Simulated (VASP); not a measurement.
# Te (P3_121) in VASP: notebook

One crystal, Te, is run at these levels: PBE; tasks: single point.

Program: VASP 6.6.1. These are calculated values, not measurements. Logs are shortened: lines on timing, memory, paths and dates and some standing lists are left out, and cuts for length are marked.

### 1 The crystal as given

It takes space group P3_121 (No. 152, trigonal). The conventional cell has a = 4.276 Å, b = 4.276 Å, c = 5.978 Å, α = 90.00°, β = 90.00°, γ = 120.00°. Te (site symmetry 2) is surrounded by 6 Te at 2.92 to 3.32 Å.

The cell was built by a generator and needn't be a form met in nature.

### 2 Single point, PBE, non-collinear spin, zero start, spin-orbit coupling

INCAR reads:

```
SYSTEM = Te
PREC = Accurate ; ENCUT = 300
EDIFF = 1E-6 ; ISMEAR = 0
SIGMA = 0.01 ; LREAL = .False.
LASPH = .True. ; NELM = 60
ALGO = Normal ; ISIF = 2
LWAVE = .False. ; LCHARG = .False.
LNONCOLLINEAR = .True. ; MAGMOM = 0 0 0 0 0 0 0 0 0
LORBIT = 11 ; LSORBIT = .True.
GGA_COMPAT = .False. ; GGA = PE
NBANDS = 31
```

KPOINTS reads:

```
regular mesh
0
Gamma
  9 9 6
  0 0 0
```

POSCAR reads:

```
Te
1.0
    4.2757825000      0.0000000000      0.0000000000
   -2.1378912000      3.7029362000      0.0000000000
    0.0000000000      0.0000000000      5.9776623000
Te
3
Direct
    0.2881197000      0.0000000000      0.3333333000
    0.9999999000      0.2881195000      0.6666666000
    0.7118805000      0.7118805000      0.0000000000
```

Potentials or basis: VASP PAW PBE potentials, release 64 (Te).

Started as:

```console
cat potpaw_PBE.64/Te/POTCAR > POTCAR
mpirun -np 1 vasp_ncl > vasp.out
```

OUTCAR:

```text
SYSTEM = Te
   PREC = Accurate
   ENCUT = 300
   EDIFF = 1E-6
   ISMEAR = 0
   LREAL = .False.
   LASPH = .True.
   NELM = 60
   ISIF = 2
   LNONCOLLINEAR = .True.
   LORBIT = 11
   LSORBIT = .True.
   GGA = PE

 ion  position               nearest neighbor table
   1  0.288  0.000  0.333-   3 2.92   2 2.92   2 3.32   3 3.32   2 3.32   3 3.32
   2  1.000  0.288  0.667-   3 2.92   1 2.92   1 3.32   1 3.32   3 3.32   3 3.32
   3  0.712  0.712  0.000-   2 2.92   1 2.92   1 3.32   1 3.32   2 3.32   2 3.32

  LATTYP: Found a hexagonal cell.
 ALAT       =     4.2757825000
 C/A-ratio  =     1.3980276827

  Lattice vectors:

 A1 = (   4.2757825000,   0.0000000000,   0.0000000000)
 A2 = (  -2.1378912000,   3.7029362000,   0.0000000000)
 A3 = (   0.0000000000,   0.0000000000,   5.9776623000)

Analysis of symmetry for initial positions (statically):
=====================================================================
 Subroutine PRICEL returns:
 Original cell was already a primitive cell.

 Routine SETGRP: Setting up the symmetry group for a
 hexagonal supercell.

 Subroutine GETGRP returns: Found  6 space group operations
 (whereof  2 operations were pure point group operations)
 out of a pool of 24 trial point group operations.

The static configuration has the point symmetry C_2 .
 The point group associated with its full space group is D_3 .

Analysis of symmetry for dynamics (positions and initial velocities):
=====================================================================
 Subroutine PRICEL returns:
 Original cell was already a primitive cell.

 Routine SETGRP: Setting up the symmetry group for a
 hexagonal supercell.

 Subroutine GETGRP returns: Found  6 space group operations
 (whereof  2 operations were pure point group operations)
 out of a pool of 24 trial point group operations.

The dynamic configuration has the point symmetry C_2 .
 The point group associated with its full space group is D_3 .

Analysis of structural, dynamic, and magnetic symmetry:
=====================================================================
 Subroutine PRICEL returns:
 Original cell was already a primitive cell.

 Routine SETGRP: Setting up the symmetry group for a
 hexagonal supercell.

 Subroutine GETGRP returns: Found  6 space group operations
 (whereof  2 operations were pure point group operations)
 out of a pool of 24 trial point group operations.

The overall configuration has the point symmetry C_2 .
 The point group associated with its full space group is D_3 .

 Subroutine INISYM returns: Found  6 space group operations
 (whereof  2 operations are pure point group operations),
 and found     1 'primitive' translations

----------------------------------------------------------------------------------------

                                     Primitive cell

  volume of cell :      94.6440

  direct lattice vectors                    reciprocal lattice vectors
     4.275782500  0.000000000  0.000000000     0.233875320  0.135027978  0.000000000
    -2.137891200  3.702936200  0.000000000     0.000000000  0.270055963  0.000000000
     0.000000000  0.000000000  5.977662300     0.000000000  0.000000000  0.167289477

  length of vectors
     4.275782500  4.275782418  5.977662300     0.270055957  0.270055963  0.167289477

  position of ions in fractional coordinates (direct lattice)
     0.288119700  0.000000000  0.333333300
     0.999999900  0.288119500  0.666666600
     0.711880500  0.711880500  0.000000000

  ion indices of the primitive-cell ions
   primitive index   ion index
                 1           1
                 2           2
                 3           3

----------------------------------------------------------------------------------------

 KPOINTS: regular mesh

Automatic generation of k-mesh.
 Grid dimensions read from file:
 generate k-points for:    9    9    6

 Generating k-lattice:

  Cartesian coordinates                     Fractional coordinates (reciprocal lattice)
[... 78 lines left out ...]
   IMIX   =      4    mixing-type and parameters
     AMIX     =   0.40;   BMIX     =  1.00
     AMIX_MAG =   1.60;   BMIX_MAG =  1.00
  volume/ion in A,a.u.               =      31.55       212.90
  Fermi-wavevector in a.u.,A,eV,Ry     =   0.941459  1.779099 12.059448  0.886344
  Thomas-Fermi vector in A             =   2.068972
   LORBIT       =     11    0 simple, 1 ext, 2 COOP (PROOUT), +10 PAW based schemes
   GGA     = PE    functional components
   LHFCALC =     F    Hartree Fock is set to
   AEXX    =    0.0000 exact exchange contribution
   IVDW    =     0    specifies the selected vdW correction
   LEPSILON=     F    determine dielectric tensor
   LRPA    =     F    only Hartree local field effects (RPA)
 Gauss-broadening in eV      SIGMA  =   0.01
  energy-cutoff  :      300.00
  volume of cell :       94.64
 maximum number of plane-waves:      2268
   NGX = 13   NGY = 13   NGZ = 17

 number of electron      18.0000000 magnetization       0.0000000      0.0000000      0.0000000

 number of electron      17.9999992 magnetization      -0.0000000      0.0000000      0.0000000

 number of electron      17.9999992 magnetization      -0.0000000      0.0000000     -0.0000000

 Free energy of the ion-electron system (eV)
  ---------------------------------------------------
  ext. energy  EPLUGINS =         0.00000000
  ---------------------------------------------------
  free energy    TOTEN  =        -9.69189722 eV

  energy without entropy =       -9.69187400  energy(sigma->0) =       -9.69188561

 E-fermi :   6.9883     XC(G=0):  -9.4248

 val. band max:        6.9882510220   @ k =   0.3333   0.3333   0.5000
 cond. band min:       6.9882532386   @ k =  -0.3333  -0.3333   0.5000
 fundamental gap:      0.0000022167
 Fermi energy:         6.9882521303

 k-point     1 :       0.0000    0.0000    0.0000
  band No.  band energies     occupation
      1      -7.0663      1.00000
      2      -7.0663      1.00000
      3      -3.6564      1.00000
      4      -3.6564      1.00000
      5      -3.6558      1.00000
      6      -3.6558      1.00000
[... 781 lines left out ...]
     29      13.3932      0.00000
     30      13.4068      0.00000

 [... further k-points ...]

 [bands above 30 left out]

------------------------ aborting loop because EDIFF is reached ----------------------------------------

  FORCE on cell =-STRESS in cart. coord.  units (eV):
  Direction    XX          YY          ZZ          XY          YZ          ZX
  --------------------------------------------------------------------------------------
  -------------------------------------------------------------------------------------
  Total        1.9121784      1.9121783      2.0620870      0.0000000      0.0000000      0.0000000
  in kB       32.3702288     32.3702276     34.9079502      0.0000004      0.0000000      0.0000000
  external PRESSURE =      33.2161355 kB  Pullay stress =       0.0000000 kB

 VOLUME and BASIS-vectors are now :
 -----------------------------------------------------------------------------
  energy-cutoff  :      300.00
  volume of cell :       94.64
      direct lattice vectors                 reciprocal lattice vectors
     4.275782500  0.000000000  0.000000000     0.233875320  0.135027978  0.000000000
    -2.137891200  3.702936200  0.000000000     0.000000000  0.270055963  0.000000000
     0.000000000  0.000000000  5.977662300     0.000000000  0.000000000  0.167289477

 POSITION                                       TOTAL-FORCE (eV/Angst)
 -----------------------------------------------------------------------------------
      1.23194      0.00000      1.99255         0.020452      0.000000     -0.000000
      3.65981      1.06689      3.98511        -0.010226      0.017712     -0.000000
      1.52192      2.63605      0.00000        -0.010226     -0.017712      0.000000
 -----------------------------------------------------------------------------------
    total drift:                                0.000030      0.000282      0.000184

  FREE ENERGIE OF THE ION-ELECTRON SYSTEM (eV)
  ---------------------------------------------------
  free  energy   TOTEN  =        -9.6918972194 eV

  energy  without entropy=       -9.6918740017  energy(sigma->0) =       -9.69188561

 Spin-Orbit-Coupling matrix elements

 Ion:    1  E_soc:     -0.2325835
 l=   1
     0.0000000    -0.0398488    -0.0391206
    -0.0398488     0.0000000    -0.0369167
    -0.0391206    -0.0369167     0.0000000
 l=   2
     0.0000000    -0.0000303     0.0000000    -0.0000306    -0.0000638
    -0.0000303     0.0000000    -0.0000549    -0.0000616    -0.0000281
     0.0000000    -0.0000549     0.0000000    -0.0001113     0.0000000
    -0.0000306    -0.0000616    -0.0001113     0.0000000    -0.0000252
    -0.0000638    -0.0000281     0.0000000    -0.0000252     0.0000000
 l=   3
     0.0000000     0.0000000     0.0000000     0.0000000     0.0000000     0.0000000     0.0000000
     0.0000000     0.0000000     0.0000000     0.0000000     0.0000000     0.0000000     0.0000000
     0.0000000     0.0000000     0.0000000     0.0000000     0.0000000     0.0000000     0.0000000
     0.0000000     0.0000000     0.0000000     0.0000000     0.0000000     0.0000000     0.0000000
[... 29 lines left out ...]
 l=   2
     0.0000000    -0.0000277     0.0000000    -0.0000275    -0.0000638
    -0.0000277     0.0000000    -0.0000972    -0.0000616    -0.0000288
     0.0000000    -0.0000972     0.0000000    -0.0000690     0.0000000
    -0.0000275    -0.0000616    -0.0000690     0.0000000    -0.0000302
    -0.0000638    -0.0000288     0.0000000    -0.0000302     0.0000000
 l=   3
     0.0000000     0.0000000     0.0000000     0.0000000     0.0000000     0.0000000     0.0000000
     0.0000000     0.0000000     0.0000000     0.0000000     0.0000000     0.0000000     0.0000000
     0.0000000     0.0000000     0.0000000     0.0000000     0.0000000     0.0000000     0.0000000
     0.0000000     0.0000000     0.0000000     0.0000000     0.0000000     0.0000000     0.0000000
     0.0000000     0.0000000     0.0000000     0.0000000     0.0000000     0.0000000     0.0000000
     0.0000000     0.0000000     0.0000000     0.0000000     0.0000000     0.0000000     0.0000000
     0.0000000     0.0000000     0.0000000     0.0000000     0.0000000     0.0000000     0.0000000

 total charge

# of ion       s       p       d       tot
------------------------------------------
    1        1.439   1.810   0.048   3.297
    2        1.439   1.810   0.048   3.297
    3        1.439   1.810   0.048   3.297
--------------------------------------------------
tot          4.317   5.431   0.144   9.891

 magnetization (x)

# of ion       s       p       d       tot
------------------------------------------
    1        0.000   0.000  -0.000   0.000
    2       -0.000  -0.000   0.000  -0.000
    3       -0.000  -0.000   0.000  -0.000
--------------------------------------------------
tot         -0.000   0.000  -0.000   0.000

 magnetization (y)

# of ion       s       p       d       tot
------------------------------------------
    1       -0.000  -0.000   0.000  -0.000
    2        0.000   0.000  -0.000   0.000
    3       -0.000  -0.000   0.000  -0.000
--------------------------------------------------
tot         -0.000  -0.000   0.000  -0.000

 magnetization (z)

# of ion       s       p       d       tot
------------------------------------------
    1       -0.000   0.000   0.000   0.000
    2        0.000  -0.000   0.000  -0.000
    3        0.000   0.000   0.000   0.000
--------------------------------------------------
tot          0.000   0.000   0.000   0.000
```

Run time: 2.1 min. Hardware: 1 thread of AMD EPYC 9R14 (Zen 4), shared host; peak memory 0.3 GiB.

Results:

* Free energy: -9.6919 eV
* Pressure: 3.3 GPa
* Largest force: 0.020 eV/Å
* Net moment: 0.00 μB per cell
* Valence electrons inside the program's atomic spheres: Te 3.30

Forces in eV/Å, atoms in the order of the input:
```
Te   0.020  0.000  0.000
Te  -0.010  0.018  0.000
Te  -0.010 -0.018  0.000
```

Moments on the atoms (μB; x, y, z):
```
Te  0.00 0.00 0.00
Te  0.00 0.00 0.00
Te  0.00 0.00 0.00
```

### 3 Single point, PBE, non-collinear spin, zero start, spin-orbit coupling

This run uses another cell than the first one, of 30.85 Å³/atom, 0.978 times its volume.

INCAR reads:

```
PREC = Accurate
ENCUT = 300
EDIFF = 1E-6
ISMEAR = 0
SIGMA = 0.01
LREAL = F
LASPH = T
NELM = 80
ALGO = Normal
ISIF = 2
LWAVE = F
LCHARG = F
MAGMOM = 0 0 0 0 0 0 0 0 0
LORBIT = 11
LSORBIT = T
GGA_COMPAT = F
GGA = PE
NBANDS = 31
```

KPOINTS reads:

```
regular mesh
0
Gamma
  9 9 6
```

POSCAR reads:

```
Te
1.0
    4.2284238000      0.0000000000      0.0000000000
   -2.1142119000      3.6619224000      0.0000000000
    0.0000000000      0.0000000000      5.9779391000
Te
3
Direct
    0.2916723000      0.0000000000      0.3333333000
    0.0000001000      0.2916725000      0.6666667000
    0.7083277000      0.7083277000      0.0000000000
```

Potentials or basis: VASP PAW PBE potentials, release 64 (Te).

Started as:

```console
cat potpaw_PBE.64/Te/POTCAR > POTCAR
mpirun -np 1 vasp_ncl > vasp.out
```

Wall time 75 s (1 thread of Intel Xeon 6975P-C (Granite Rapids), shared host); peak memory 0.33 GiB.

The run converged. Its results:

```yaml
Free_energy: -9.6443 eV
Pressure: 4.3 GPa
Largest_force: 0.020 eV/Å
Net_moment: 0.00 μB per cell
Valence_electrons_inside_the_program's_atomic_spheres: Te 3.30
```

Forces in eV/Å, atoms in the order of the input:
```
Te   0.020  0.000  0.000
Te  -0.010  0.017  0.000
Te  -0.010 -0.017  0.000
```

Stress tensor (GPa, compression positive):
```
4.24 0.00 0.00
0.00 4.24 0.00
0.00 0.00 4.50
```

Moments on the atoms (μB; x, y, z):
```
Te  0.00 0.00 0.00
Te  0.00 0.00 0.00
Te  0.00 0.00 0.00
```

### 4 Single point, PBE, non-collinear spin, zero start, spin-orbit coupling

This run uses another cell than the first one, of 32.57 Å³/atom, 1.032 times its volume.

INCAR reads:

```
PREC     = Accurate       # precision mode
ENCUT    = 300            # plane-wave cutoff, eV
EDIFF    = 1E-6           # SCF threshold, eV
ISMEAR   = 0              # smearing method
SIGMA    = 0.01           # smearing width, eV
LREAL    = F              # projectors in reciprocal space
LASPH    = T              # aspherical terms in the spheres
NELM     = 60             # most SCF steps
ALGO     = Normal         # electronic algorithm
ISIF     = 2              # what is computed and relaxed
LWAVE    = F              # write WAVECAR
LCHARG   = F              # write CHGCAR
MAGMOM   = 0 0 0 0 0 0 0 0 0 # initial moments
LORBIT   = 11             # projections on sites
LSORBIT  = T              # spin-orbit coupling
GGA_COMPAT= F            
GGA      = PE             # functional
```

KPOINTS is that of step 3.

POSCAR reads:

```
Te
1.0
    4.3343598000      0.0000000000      0.0000000000
   -2.1671799000      3.7536657000      0.0000000000
    0.0000000000      0.0000000000      6.0057545000
Te
3
Direct
    0.2850453000      0.0000000000      0.3333333000
    0.9999999000      0.2850454000      0.6666666000
    0.7149548000      0.7149547000      0.0000000000
```

Started as:

```console
cat potpaw_PBE.64/Te/POTCAR > POTCAR
mpirun -np 1 vasp_ncl > vasp.out
```

Run time: 2.3 min. Hardware: 1 thread of Intel Xeon Platinum 8488C (Sapphire Rapids), shared host; peak memory 0.32 GiB.

The run converged. Its results:

| Quantity | Value |
| --- | --- |
| Free energy | -9.7407 eV |
| Pressure | 1.8 GPa |
| Largest force | 0.028 eV/Å |
| Net moment | 0.00 μB per cell |
| Valence electrons inside the program's atomic spheres | Te 3.29 |

Forces on the atoms (eV/Å):
```
Te  -0.028  0.000  0.000
Te   0.014 -0.024  0.000
Te   0.014  0.024  0.000
```

Moments on the atoms (μB; x, y, z):
```
Te  0.00 0.00 0.00
Te  0.00 0.00 0.00
Te  0.00 0.00 0.00
```

### 5 Overview

| cell | pressure (GPa) | geometry from | pressure (GPa) | moment (μB) | largest force (eV/Å) |
| --- | --- | --- | --- | --- | --- |
| P3_121, 31.55 Å³/atom | 3 | PBE | 3.3 | 0.00 | 0.02 |
| P3_121, 30.85 Å³/atom | 4 | PBE | 4.3 | 0.00 | 0.02 |
| P3_121, 32.57 Å³/atom | 2 | optB88-vdW | 1.8 | 0.00 | 0.03 |

Alike in all rows: task single point; level PBE; potentials or basis VASP PAW PBE potentials, release 64 (Te); spin non-collinear, zero start, SOC; k mesh 9 × 9 × 6; cutoff (eV) 300; smearing gaussian 0.01 eV.

Absolute energies hang on the potentials; compare differences alone.
